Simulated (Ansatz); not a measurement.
# NiO (Fm-3m) in Ansatz: settings compared

One crystal, NiO, is run at these levels: PBEsol, PBEsol+U; tasks: projected density of states.

All numbers are computed with Ansatz 0.2.0; they aren't measurements. Logs are shortened: lines on timing, memory, paths and dates and some standing lists are left out, and cuts for length are marked.

## Step 1: The structure

It takes space group Fm-3m (No. 225, cubic). The conventional cell has a = 4.172 Å, b = 4.172 Å, c = 4.172 Å, α = 90.00°, β = 90.00°, γ = 90.00°. Around Ni (site symmetry m-3m) lie 6 O at 2.09 Å. O (site symmetry m-3m) has 6 Ni at 2.09 Å as nearest neighbours.

## Step 2: Projected density of states, PBEsol, collinear spin, ferromagnetic start

The input, input.yaml:

```yaml
crystal:
  lattice:
    - [0.0, 2.0859016414, 2.0859016414]
    - [2.0859016414, 0.0, 2.0859016414]
    - [2.0859016414, 2.0859016414, 0.0]
  atoms:
    - { symbol: Ni, position: [0.0, 0.0, 0.0], spin: 1.0 }
    - { symbol: O, position: [0.5, 0.5, 0.5] }
hamiltonian:
  xc: pbesol
  pseudopotentials: { kind: paw }
magnetization:
  spin_polarized: true
kpoints:
  mp_grid: { grid: [11, 11, 11] }
scf:
  occupations: { method: fermi_dirac, width: 0.05 }
  n_extra_bands: 6
output:
  forces: true
  stress: true
  eigenvalues: true
  dos: { projected: true, de: 0.05, nscf_kmesh: { grid: [17, 17, 17] } }
  write_density: true
  write_potential: true
  elf: true
  volumetric_format: npy
```

Potentials or basis: Ansatz PAW.

The run is started by

```bash
> ansatz run input.yaml --threads 2 --pin off --max-ram 5632MiB --backend cpu --events-out ev --progress --plain --runs-dir out
```

The program printed:

```text
Warning: RAYON_NUM_THREADS=2 ignored (pool sized by the plan → 2); use --threads N
scf.n_extra_bands = 6 over 12 filled bands (N_el = 24.0): the run solves 18 bands
Engine: ansatz 0.2.0, x86_64-unknown-linux-gnu
Pseudopotentials: kind: paw
Pseudopotential: Ni, paw, valence charge 18, recommended cutoff 420 eV (normal), Ni.paw.azcp
Pseudopotential: O, paw, valence charge 6, recommended cutoff 420 eV (normal), O.paw.azcp
Functional definition: PBEsol
  exchange = pbesol_x
  correlation = pbesol_c
Crystal: 2 atoms, lattice volume = 18.151 Å³
Basis set: ecut = 420 eV, 339 PW (Γ), exchange–correlation on 40×40×40 points (8 copies of the dense FFT grid, shifted against one another)
Bands: 18, of which v1, the nominal top of the filled ones, is band 12 counted from 1 (11 counted from 0)
Symmetry: 48 space group operations
Space group: Fm-3m (ITA 225), of the structure as read, at distance tolerance 2.6e-5 Å
Magnetic group: BNS 225.116 (UNI 1618), of the structure as read, at distance tolerance 2.6e-5 Å
k-points: 56 of 1331
Non-local potential: Ni, projectors of the file, l = 0: 3, l = 1: 2, l = 2: 3, l = 3: 1
Non-local potential: O, projectors of the file, l = 0: 2, l = 1: 2, l = 2: 1
PAW form: soft (Blöchl's): semilocal exchange-correlation on the pseudo side does not see the compensation charge
PAW frozen core: Ni, regenerated for the run's functional, and the local potential with it (the file was generated under x = pbe(κ = 0.804, μ = 0.2195149727645171), c = pbe(β = 0.06672455060314922))
PAW frozen core: O, regenerated for the run's functional, and the local potential with it (the file was generated under x = pbe(κ = 0.804, μ = 0.2195149727645171), c = pbe(β = 0.06672455060314922))
PAW one-centre angular grid: Ni, 590 points (default); XC on 64 Gauss nodes
PAW one-centre angular grid: O, 110 points (default); XC on 64 Gauss nodes
Initial density: superposition of atomic densities (chi_scale 0.1, normalization cell, long waves kept (reshape's long-wave potential 0.00 eV rms))
Starting moments: Σ|m| = 1 μB on 1 of 2 sites
Initial wavefunctions: pseudopotential atomic-orbital guess
Functional: x = pbesol(κ = 0.804, μ = 0.12345679012345678), c = pbesol(β = 0.046)
SCF iter   1: F=—  HF=-6363.230696 eV  |F-HF|=—  |Δ(HF+E_count)|=         —  Δρ=2.05e-1 (↑7.36e-2 ↓2.05e-1)  dr2=8.90e0  dr2_m=1.13e0  M=0.247 μB ∫|m|=0.247 μB  β_m=0.30  ethr=3.10e-3  ⟨swp⟩=5.6  Hψ=8832  notcnv=0
Mixer restart at iter 1: flushing history
preconditioner: auto → none  [metal: Δε(μ)=0.001 eV  Ē_g=15.831 eV  σ=0.050 eV  W_gap=0.00  n_scr=8 (ndim 8)  ℏωp=34.9 eV  f_vac=0.000  D(μ)=1.92/eV (n_scr^D=26)  sad-step TF]
SCF iter   2: F=—  HF=-6363.734975 eV  |F-HF|=—  |Δ(HF+E_count)|=   5.04e-1  Δρ=8.06e-2 (↑3.37e-2 ↓8.06e-2)  dr2=9.37e-1  dr2_m=3.10e-1  M=0.392 μB ∫|m|=0.392 μB  β_m=0.37  ethr=3.10e-3  ⟨swp⟩=3.0  Hψ=5028  notcnv=0  defer=111
SCF iter   3: F=—  HF=-6364.105129 eV  |F-HF|=—  |Δ(HF+E_count)|=   3.70e-1  Δρ=4.33e-2 (↑1.75e-2 ↓4.33e-2)  dr2=3.02e-1  dr2_m=8.54e-2  M=0.404 μB ∫|m|=0.404 μB  β_m=0.53  ethr=3.10e-3  ⟨swp⟩=2.0  Hψ=3418  notcnv=0  defer=110
SCF iter   4: F=—  HF=-6364.240238 eV  |F-HF|=—  |Δ(HF+E_count)|=   1.35e-1  Δρ=1.23e-2 (↑6.52e-3 ↓1.23e-2)  dr2=2.66e-2  dr2_m=2.43e-3  M=0.445 μB ∫|m|=0.446 μB  β_m=0.57  ethr=1.26e-3  ⟨swp⟩=2.1  Hψ=3039  notcnv=0  defer=111
SCF iter   5: F=—  HF=-6364.240470 eV  |F-HF|=—  |Δ(HF+E_count)|=   2.32e-4  Δρ=6.67e-3 (↑3.69e-3 ↓6.67e-3)  dr2=7.43e-3  dr2_m=2.17e-3  M=0.465 μB ∫|m|=0.465 μB  β_m=0.63  ethr=1.11e-4  ⟨swp⟩=2.1  Hψ=3860  notcnv=0  defer=112
SCF iter   6: F=—  HF=-6364.239384 eV  |F-HF|=—  |Δ(HF+E_count)|=   1.09e-3  Δρ=1.82e-3 (↑1.11e-3 ↓1.82e-3)  dr2=1.68e-4  dr2_m=2.38e-4  M=0.476 μB ∫|m|=0.476 μB  β_m=0.78  ethr=3.10e-5  ⟨swp⟩=2.3  Hψ=3271  notcnv=0  defer=112
SCF iter   7: F=—  HF=-6364.240273 eV  |F-HF|=—  |Δ(HF+E_count)|=   8.89e-4  Δρ=2.27e-3 (↑2.27e-3 ↓2.27e-3)  dr2=1.51e-4  dr2_m=8.14e-4  M=0.497 μB ∫|m|=0.498 μB  β_m=0.37  ethr=6.98e-7  ⟨swp⟩=2.0  Hψ=2912  notcnv=0  defer=112
SCF iter   8: F=-6364.240691 eV  HF=-6364.245647 eV  |F-HF|=4.96e-3  |Δ(HF+E_count)|=   5.37e-3  Δρ=1.56e-2 (↑1.56e-2 ↓1.07e-2)  dr2=2.55e-3  dr2_m=2.87e-2  M=0.736 μB ∫|m|=0.737 μB  β_m=0.78  ethr=6.28e-7  ⟨swp⟩=2.4  Hψ=3815  notcnv=0  defer=112
SCF iter   9: F=-6364.252728 eV  HF=-6364.273197 eV  |F-HF|=2.05e-2  |Δ(HF+E_count)|=   2.76e-2  Δρ=3.75e-2 (↑3.32e-2 ↓3.75e-2)  dr2=7.77e-3  dr2_m=2.07e-1  M=1.080 μB ∫|m|=1.081 μB  β_m=0.84  ethr=6.28e-7  ⟨swp⟩=2.1  Hψ=3996  notcnv=0  defer=112
SCF iter  10: F=-6364.264221 eV  HF=-6364.269937 eV  |F-HF|=5.72e-3  |Δ(HF+E_count)|=         —  Δρ=2.09e-2 (↑2.09e-2 ↓2.02e-2)  dr2=4.00e-4  dr2_m=6.99e-2  M=1.220 μB ∫|m|=1.223 μB  β_m=0.89  ethr=6.28e-7  ⟨swp⟩=2.6  Hψ=4412  notcnv=0  defer=112
Mixer restart at iter 10: flushing history
SCF iter  11: F=—  HF=-6364.269800 eV  |F-HF|=—  |Δ(HF+E_count)|=   1.37e-4  Δρ=1.55e-2 (↑1.04e-2 ↓1.55e-2)  dr2=6.72e-3  dr2_m=2.69e-2  M=1.312 μB ∫|m|=1.316 μB  β_m=0.76  ethr=6.28e-7  ⟨swp⟩=2.3  Hψ=4472  notcnv=0  defer=112
SCF iter  12: F=—  HF=-6364.309323 eV  |F-HF|=—  |Δ(HF+E_count)|=   3.95e-2  Δρ=2.49e-2 (↑1.40e-2 ↓2.49e-2)  dr2=1.72e-1  dr2_m=6.60e-3  M=1.306 μB ∫|m|=1.311 μB  β_m=0.56  ethr=6.28e-7  ⟨swp⟩=4.0  Hψ=6109  notcnv=0  defer=112  recentre
SCF iter  13: F=—  HF=-6364.269125 eV  |F-HF|=—  |Δ(HF+E_count)|=   4.02e-2  Δρ=2.63e-3 (↑7.78e-4 ↓2.63e-3)  dr2=3.97e-4  dr2_m=4.69e-4  M=1.388 μB ∫|m|=1.393 μB  β_m=0.52  ethr=6.28e-7  ⟨swp⟩=3.1  Hψ=6336  notcnv=0  defer=112
SCF iter  14: F=—  HF=-6364.269058 eV  |F-HF|=—  |Δ(HF+E_count)|=   6.71e-5  Δρ=3.55e-4 (↑1.59e-4 ↓3.55e-4)  dr2=1.30e-5  dr2_m=7.79e-6  M=1.396 μB ∫|m|=1.402 μB  β_m=0.71  ethr=6.28e-7  ⟨swp⟩=2.1  Hψ=3004  notcnv=0  defer=112
SCF iter  15: F=—  HF=-6364.269078 eV  |F-HF|=—  |Δ(HF+E_count)|=   2.00e-5  Δρ=2.76e-4 (↑1.55e-4 ↓2.76e-4)  dr2=2.89e-6  dr2_m=7.43e-6  M=1.400 μB ∫|m|=1.405 μB  β_m=0.84  ethr=5.40e-8  ⟨swp⟩=2.0  Hψ=2606  notcnv=0  defer=112
SCF iter  16: F=—  HF=-6364.269080 eV  |F-HF|=—  |Δ(HF+E_count)|=   2.61e-6  Δρ=4.09e-5 (↑2.58e-5 ↓4.09e-5)  dr2=7.83e-8  dr2_m=1.74e-7  M=1.403 μB ∫|m|=1.408 μB  β_m=0.92  ethr=1.20e-8  ⟨swp⟩=2.2  Hψ=3076  notcnv=0  defer=112
SCF iter  17: F=—  HF=-6364.269080 eV  |F-HF|=—  |Δ(HF+E_count)|=   1.95e-8  Δρ=3.52e-6 (↑3.52e-6 ↓1.05e-6)  dr2=8.05e-10  dr2_m=8.05e-10  M=1.403 μB ∫|m|=1.409 μB  β_m=0.96  ethr=3.26e-10  ⟨swp⟩=2.3  Hψ=3046  notcnv=0  defer=112
SCF iter  18: F=-6364.269080 eV  HF=-6364.269080 eV  |F-HF|=3.04e-10  |Δ(HF+E_count)|=  6.09e-11  Δρ=1.54e-6 (↑5.03e-7 ↓1.54e-6)  dr2=3.60e-10  dr2_m=1.24e-10  M=1.403 μB ∫|m|=1.409 μB  ethr=3.36e-12  ⟨swp⟩=9.6  Hψ=11913  notcnv=0
SCF 1 converged in 18 iterations: F = -6364.269080 eV  dr2 = 3.60e-10
at 3 of the mixer's solves, the last at iteration 9, it left a direction of its history that read negative out of its fit and stepped the other way along it
NSCF: frozen V_eff on 165 k-points
SCF converged after 18 iterations
Magnetization: 1.4031 μB (12.7015 up, 11.2985 down)
Absolute magnetization: 1.4083 μB (∫|ρ↑−ρ↓|, with the PAW one-centre terms)
Spin contamination: 0.0076 ħ² per cell (⟨S²⟩ above its minimum at these occupations)
Per-site moments (μB) at R_I (Å): [(1.146085303977935, 0.8604344270775), (0.21189419606205834, 0.8604344270775)]
Free energy (F): -6364.269080 eV
Harris-Foulkes:  -6364.269080 eV  (|F-HF|=3.04e-10)
Internal energy: -6364.255696 eV  (E = F + TS)
E sigma→0 (E₀):  -6364.262388 eV
Entropy (-TS):   -0.013385 eV (-6.692 meV/atom)
Fermi energy:    14.385624 eV
--- Per-component energies (eV) ---
  E_band       = -325.622064
  E_kinetic    = 451.865255
  E_local      = -3992.857535  (includes V_loc(G=0)·N_el)
  E_nonlocal   = 694.042241
  E_hartree    = 1643.471106
  E_xc         = -154.572529
  E_vxc        = -199.233318  (∫ρ·V_xc dr)
  E_paw        = -1751.640968  (= ΣΔE_a)
  E_vpaw       = -566.384852  (= ΣTr[D̂ρ^β])
  E_aug_tail   = 0.003067  (compensation charges beyond the density's cutoff)
  E_ewald      = -3254.798910
  E_core_change = 0.232577  (= ΣΔE_core)
  E_smearing   = -0.013385  (= −TS)
  E_closure    = -0.000000  (closes the sum)
  Σ components = -6364.269080   (vs F -6364.269080, Δ=0.00e0)
--- Forces (eV/Å), atoms counted from 1 ---
  atom   1  Ni    -0.00000000    -0.00000000     0.00000000
  atom   2  O      0.00000000    -0.00000000    -0.00000000
  max |Σ_I F_I| component: 1.54e-29 eV/Å
--- Stress (GPa, compression-positive) ---
       -7.387105       0.000000       0.000000
        0.000000      -7.387105      -0.000000
        0.000000       0.000000      -7.387105
  P = ⅓ Tr σ = -7.3871 GPa (-73.871 kbar)
--- Band table (eV; the first three rows and the last of 112) ---
  k-point 0 ↑: bands = ["-89.3786", "-49.9084", "-49.9084", "-49.9084", "-6.1207", "11.1930", "11.1930", "11.1930", "11.6011", "11.6011", "11.9032", "11.9032", "11.9032", "15.7522", "31.8618", "33.0696", "33.0696", "33.0696"]
  k-point 1 ↑: bands = ["-89.3784", "-49.9109", "-49.9087", "-49.9087", "-6.0249", "10.4115", "10.5205", "10.5205", "11.9157", "11.9157", "12.1399", "12.3534", "12.3534", "16.3319", "30.1110", "32.7804", "32.7804", "33.9417"]
  k-point 2 ↑: bands = ["-89.3778", "-49.9178", "-49.9097", "-49.9097", "-5.7565", "9.0613", "9.7655", "9.7655", "12.0846", "12.0846", "12.3760", "13.1922", "13.1922", "17.5409", "27.8489", "31.6507", "31.6507", "34.3516"]
  k-point 55 ↓: bands = ["-87.9318", "-48.5232", "-48.5215", "-48.5122", "-4.1585", "8.2184", "8.2696", "9.0882", "13.2483", "13.4697", "13.7931", "14.4124", "15.1495", "23.1527", "24.8958", "25.0493", "28.3205", "35.6951"]
```

Wall time 5.3 s (2 threads of Intel Xeon Platinum 8259CL at 2.50GHz (Skylake/Cascade Lake), shared host); peak memory 0.37 GiB.

Results:

| Item | Value |
| --- | --- |
| Free energy | -6364.2691 eV |
| Pressure | -7.4 GPa |
| Band gap on the k mesh | none (metal or under the smearing width) |
| Net moment | 1.40 μB per cell |
| Absolute moment | 1.41 μB per cell |
| Site moments | Ni +1.15; O +0.21 μB |
| Density of states at the Fermi level | 1.69 states/eV per cell |

Levels at points of the mesh, in eV from the Fermi level:
Spin up:
| k point | band 9 | band 10 | band 11 | band 12 | band 13 | band 14 | band 15 | band 16 | band 17 | band 18 |
| --- | --- | --- | --- | --- | --- | --- | --- | --- | --- | --- |
| (0.00, 0.00, 0.00) | -2.78 | -2.78 | -2.48 | -2.48 | -2.48 | 1.37 | 17.48 | 18.68 | 18.68 | 18.68 |
Spin down:
```tsv
k point	band 7	band 8	band 9	band 10	band 11	band 12	band 13	band 14	band 15	band 16
(0.00, 0.00, 0.00)	-2.81	-2.81	-1.75	-1.75	-1.75	-0.89	-0.89	1.65	17.44	18.90
```

States per cell in windows of 1 eV (zero at the Fermi level; states under -8 eV left out):
| from (eV) | up | down | Ni 3d up | Ni 3d down | O 2p down | O 2p up | Ni 4s up | Ni 4s down |
| --- | --- | --- | --- | --- | --- | --- | --- | --- |
| -8.0 | 0.61 | 0.28 | 0.09 | 0.04 | 0.19 | 0.43 | 0.08 | 0.05 |
| -7.0 | 0.49 | 0.63 | 0.09 | 0.07 | 0.47 | 0.36 | 0.02 | 0.06 |
| -6.0 | 1.38 | 0.68 | 0.49 | 0.15 | 0.50 | 0.86 | 0.01 | 0.01 |
| -5.0 | 0.44 | 1.24 | 0.12 | 0.33 | 0.89 | 0.31 | 0.00 | 0.01 |
| -4.0 | 0.06 | 0.17 | 0.03 | 0.04 | 0.13 | 0.03 | 0.00 | 0.00 |
| -3.0 | 0.91 | 0.09 | 0.86 | 0.08 | 0.01 | 0.04 | 0.00 | 0.00 |
| -2.0 | 2.89 | 0.87 | 2.56 | 0.80 | 0.06 | 0.27 | 0.02 | 0.00 |
| -1.0 | 0.85 | 2.26 | 0.53 | 2.10 | 0.14 | 0.30 | 0.01 | 0.01 |
| 0.0 | 0.32 | 1.04 | 0.17 | 0.83 | 0.15 | 0.15 | 0.00 | 0.02 |
| 1.0 | 0.00 | 0.74 | 0.00 | 0.50 | 0.22 | 0.00 | 0.00 | 0.01 |
| 2.0 | 0.02 | 0.02 | 0.00 | 0.00 | 0.00 | 0.00 | 0.01 | 0.01 |
| 3.0 | 0.04 | 0.03 | 0.00 | 0.00 | 0.01 | 0.01 | 0.02 | 0.02 |
| 4.0 | 0.07 | 0.06 | 0.00 | 0.00 | 0.01 | 0.02 | 0.04 | 0.03 |
| 5.0 | 0.16 | 0.13 | 0.00 | 0.00 | 0.03 | 0.03 | 0.08 | 0.06 |
| 6.0 | 0.30 | 0.25 | 0.00 | 0.00 | 0.04 | 0.04 | 0.17 | 0.13 |
| 7.0 | 0.27 | 0.29 | 0.00 | 0.00 | 0.03 | 0.03 | 0.15 | 0.16 |

Caveat: the pressure holds a Pulay correction of +0.7 GPa for the finite cutoff; a cell with one magnetic atom can't hold antiferromagnetic order, which such compounds often take; semilocal functionals often make such compounds metallic where correlation or magnetic order opens a gap, which also shifts bond lengths; the PAW data sets come from PBE, with cores solved anew for the run's functional, which leaves a small shift of forces and pressure.

## Step 3: Projected density of states, PBEsol+U, collinear spin, ferromagnetic start

input.yaml, as its differences from that of step 2:

```diff
@@ -11,2 +11,3 @@
   pseudopotentials: { kind: paw }
+  hubbard: { sites: [{ species: Ni, l: d, u_eff: 1.0 }] }
 magnetization:
```

Potentials or basis: Ansatz PAW.

The run is started by

```bash
> ansatz run input.yaml --threads 2 --pin off --max-ram 5632MiB --backend cpu --events-out ev --progress --plain --runs-dir out
```

Run time: 7 s. Hardware: 2 threads of Intel Xeon Platinum 8259CL at 2.50GHz (Skylake/Cascade Lake), shared host; peak memory 0.39 GiB.

The run converged. Its results:

```
Free energy                          : -6364.0070 eV
Pressure                             : -1.4 GPa
Band gap on the k mesh               : none (metal or under the smearing width)
Net moment                           : 1.92 μB per cell
Absolute moment                      : 1.93 μB per cell
Site moments                         : Ni +1.54; O +0.32 μB
Density of states at the Fermi level : 0.57 states/eV per cell
```

Levels at points of the mesh, in eV from the Fermi level:
Spin up:
| k point | band 11 | band 12 | band 13 | band 14 | band 15 | band 16 |
| --- | --- | --- | --- | --- | --- | --- |
| (0.00, 0.00, 0.00) | -2.90 | -2.90 | -2.90 | 1.49 | 17.59 | 18.73 |
Spin down:
| k point | band 7 | band 8 | band 9 | band 10 | band 11 | band 12 | band 13 | band 14 | band 15 | band 16 |
| --- | --- | --- | --- | --- | --- | --- | --- | --- | --- | --- |
| (0.00, 0.00, 0.00) | -2.32 | -2.32 | -2.23 | -2.23 | -2.23 | -0.36 | -0.36 | 1.88 | 17.54 | 19.01 |

States per cell in windows of 1 eV (zero at the Fermi level; states under -8 eV left out):
| from (eV) | up | down | Ni 3d up | Ni 3d down | O 2p up | O 2p down | Ni 4s up | Ni 4s down |
| --- | --- | --- | --- | --- | --- | --- | --- | --- |
| -8.0 | 0.57 | 0.17 | 0.12 | 0.03 | 0.36 | 0.11 | 0.08 | 0.03 |
| -7.0 | 0.82 | 0.68 | 0.27 | 0.09 | 0.50 | 0.49 | 0.03 | 0.08 |
| -6.0 | 1.20 | 0.47 | 0.55 | 0.10 | 0.62 | 0.33 | 0.01 | 0.01 |
| -5.0 | 0.36 | 1.28 | 0.16 | 0.39 | 0.19 | 0.86 | 0.00 | 0.01 |
| -4.0 | 0.52 | 0.38 | 0.46 | 0.11 | 0.05 | 0.26 | 0.00 | 0.00 |
| -3.0 | 2.16 | 0.30 | 1.96 | 0.25 | 0.16 | 0.05 | 0.02 | 0.00 |
| -2.0 | 1.62 | 1.87 | 1.10 | 1.69 | 0.47 | 0.16 | 0.03 | 0.01 |
| -1.0 | 0.67 | 0.87 | 0.30 | 0.74 | 0.36 | 0.11 | 0.00 | 0.01 |
| 0.0 | 0.04 | 0.79 | 0.02 | 0.68 | 0.02 | 0.07 | 0.00 | 0.01 |
| 1.0 | 0.00 | 0.84 | 0.00 | 0.62 | 0.00 | 0.18 | 0.00 | 0.01 |
| 2.0 | 0.02 | 0.35 | 0.00 | 0.22 | 0.00 | 0.12 | 0.01 | 0.01 |
| 3.0 | 0.03 | 0.02 | 0.00 | 0.00 | 0.01 | 0.00 | 0.02 | 0.01 |
| 4.0 | 0.07 | 0.05 | 0.00 | 0.00 | 0.01 | 0.01 | 0.04 | 0.02 |
| 5.0 | 0.15 | 0.11 | 0.00 | 0.00 | 0.03 | 0.02 | 0.07 | 0.05 |
| 6.0 | 0.29 | 0.22 | 0.00 | 0.00 | 0.04 | 0.04 | 0.17 | 0.10 |
| 7.0 | 0.27 | 0.32 | 0.00 | 0.00 | 0.03 | 0.04 | 0.15 | 0.18 |

Eigenvalues of the final occupation matrices:
```
  site  spin  trace               eigenvalues
site 1     1   4.97  0.99 0.99 1.00 1.00 1.00
site 1     2   3.43  0.23 0.23 0.99 0.99 0.99
```

Caveat: the magnetic or orbital state may not be the lowest; the pressure holds a Pulay correction of +0.8 GPa for the finite cutoff; a cell with one magnetic atom can't hold antiferromagnetic order, which such compounds often take; the PAW data sets come from PBE, with cores solved anew for the run's functional, which leaves a small shift of forces and pressure.

(Part 1 of 2 ends here.)
